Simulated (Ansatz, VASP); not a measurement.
K in VASP and in Ansatz

The input INCAR:

```
  PREC = Accurate
  ENCUT = 600
  EDIFF = 1E-6
  ISMEAR = -1
  SIGMA = 0.05
  LREAL = F
  LASPH = T
  NELM = 80
  ALGO = Normal
  ISIF = 3
  LWAVE = F
  LCHARG = F
  GGA = B5
  ALDAX = 1.0
  AGGAX = 1.0
  AGGAC = 1.0
  ALDAC = 0.0
  IVDW = 12
  VDW_S6 = 1.0
  VDW_S8 = 2.6996
  VDW_A1 = 0.4298
  VDW_A2 = 4.2359
  IBRION = 2
  NSW = 80
  EDIFFG = -0.01
```

The input KPOINTS:

```
regular mesh
0
Gamma
  7 7 7
```

POSCAR

```
K
1.0
    4.3104390000      0.0000000000      0.0000000000
    0.0000000000      4.3104390000      0.0000000000
    0.0000000000      0.0000000000      4.3104390000
K
1
Direct
    0.0000000000      0.0000000000      0.0000000000
```

Input for Ansatz:

```yaml
crystal:
  lattice:
    - [4.310439, 0.0, 0.0]
    - [0.0, 4.310439, 0.0]
    - [0.0, 0.0, 4.310439]
  atoms:
    - { symbol: K, position: [0.0, 0.0, 0.0] }
kpoints:
  mp_grid:
    grid: [7, 7, 7]
hamiltonian:
  xc: blyp
  dispersion: d3bj
scf:
  occupations:
    method: fermi_dirac
    width: 0.05
relax:
  cell: {}
```

This isn't the form of K at room conditions, which is bcc.

Alike in both runs: task relaxation of cell and atoms; functional BLYP; dispersion D3(BJ); k mesh 7 × 7 × 7; occupations fermi-dirac, width 0.05 eV; no spin polarisation.

|  | VASP | Ansatz |
| --- | --- | --- |
| version | VASP 6.6.1 | Ansatz 0.2.0 |
| potentials or method | VASP PAW PBE potentials, release 64 (K_sv) | plane waves, PAW |
| plane-wave cutoff (eV) | 600 | 420 |
| valence electrons in the cell | 9 | 9 |

```csv
,VASP,Ansatz,Ansatz less VASP
relaxed volume (Å³/atom),67.49,67.86,+0.375
relaxed cell length with the largest relative difference (Å),4.071,4.079,+0.0075
energy change over the relaxation (meV/atom),-19,-19,-0.2
```

Caveats: the volume moved by over 15 % at a fixed basis, so the end points are rough (VASP); the PAW data sets were made with another functional, which shifts forces and pressure a little (VASP); pairwise dispersion overbinds metals, which lowers pressure and volume.
